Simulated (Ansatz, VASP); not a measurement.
**Two plane-wave programs on ScAl3N4**

```
CELL_PARAMETERS angstrom
6.37602 -0.01415 -0.00249
-3.20026 5.53629 0.00643
-0.00386 0.00928 10.01962
ATOMIC_POSITIONS crystal
Sc 0.16453 0.32969 0.99469
Sc 0.66652 0.83727 0.98652
Sc 0.33337 0.67283 0.25483
Sc 0.83433 0.66784 0.24740
Al 0.16694 0.33034 0.50279
Al 0.16883 0.83570 0.99266
Al 0.16667 0.83587 0.50692
Al 0.66469 0.32787 0.99705
Al 0.66565 0.33261 0.50225
Al 0.66930 0.83457 0.50869
Al 0.33361 0.16534 0.25151
Al 0.33646 0.16483 0.74767
Al 0.32927 0.66587 0.74338
Al 0.83170 0.16669 0.25552
Al 0.83266 0.17058 0.74432
Al 0.83518 0.66146 0.74852
N 0.15859 0.31837 0.20250
N 0.16743 0.32951 0.69334
N 0.17701 0.85456 0.18095
N 0.16599 0.83529 0.69341
N 0.65733 0.31301 0.18857
N 0.66553 0.33275 0.68928
N 0.67526 0.85346 0.19148
N 0.66951 0.83326 0.69934
N 0.33379 0.16472 0.44365
N 0.34409 0.15799 0.93410
N 0.33418 0.66830 0.46163
N 0.31900 0.67177 0.93110
N 0.83184 0.16607 0.44766
N 0.82558 0.18080 0.92860
N 0.83387 0.66786 0.45497
N 0.84130 0.65292 0.93871
```

Alike in both runs: functional LDA; k mesh 3 × 3 × 2; no spin polarisation.

Ansatz relaxed the structure, and its values are those at the end. VASP's run is a single point on that final structure, the one shown.

```csv
,VASP,Ansatz
version,VASP 6.6.1,Ansatz 0.2.0
potentials or method,"VASP PAW LDA potentials, release 64 (Sc_sv, Al, N)","scalar-relativistic, plane waves, PAW"
plane-wave cutoff (eV),520,560
occupations,"gaussian, width 0.01 eV",fixed
valence electrons in the cell,160,160
```

Ansatz gave:

| Item | Value |
| --- | --- |
| gap on the k mesh at the Fermi level (eV) | 3.63 |
| least direct gap on the mesh (eV) | 3.64 |
| pressure (GPa) | 0.0 |
| rms of the force components (eV/Å) | 0.000 |

**Question.** Estimate VASP's values.

**Answer.** gap on the k mesh at the Fermi level (eV): 3.61; least direct gap on the mesh (eV): 3.62; pressure (GPa): 0.8; rms of the force components (eV/Å): 0.020.

Caveats: an odd mesh through Γ misses points on the zone boundary, where band edges often lie. A hybrid or GW would open this gap; LDA tends to underestimate it.
